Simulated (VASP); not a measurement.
CdF2, 3 atoms in the cell. It takes space group Fm-3m (No. 225, cubic). Conventional cell: a = 5.400 Å, b = 5.400 Å, c = 5.400 Å, α = 90.00°, β = 90.00°, γ = 90.00°. Cd (site symmetry m-3m) is surrounded by 8 F at 2.34 Å. Around F (site symmetry -43m) lie 4 Cd at 2.34 Å. The cell was built by a generator and needn't be a form met in nature.

| Item | Value |
| --- | --- |
| Program | VASP 6.6.1 |
| Task | band structure |
| Functional | PBE |
| Potentials or basis | VASP PAW PBE potentials, release 64 (Cd, F) |
| Cutoff | 520 eV |
| k mesh | 12 × 12 × 12 |
| Occupations | gaussian, width 0.02 eV |
| Spin | no spin polarisation |
| Further INCAR settings | ALGO = Normal; EDIFF = 1e-06 |

Potentials or basis: VASP PAW PBE potentials, release 64 (Cd, F).

Command:

```console
$ cat potpaw_PBE.64/Cd/POTCAR potpaw_PBE.64/F/POTCAR > POTCAR
$ mpirun -np 1 vasp_std > vasp.out
```

Hardware: 1 thread of Intel(R) Xeon(R) Platinum 8259CL CPU @ 2.50GHz (Skylake/Cascade Lake) (shared host).

**Question.** How long does it take, and how much memory?

**Answer.** Wall time 84 s on 1 thread of Intel(R) Xeon(R) Platinum 8259CL CPU @ 2.50GHz (Skylake/Cascade Lake), on a shared host, peak memory 0.21 GiB. Counts: scf iterations 35, k points 72.
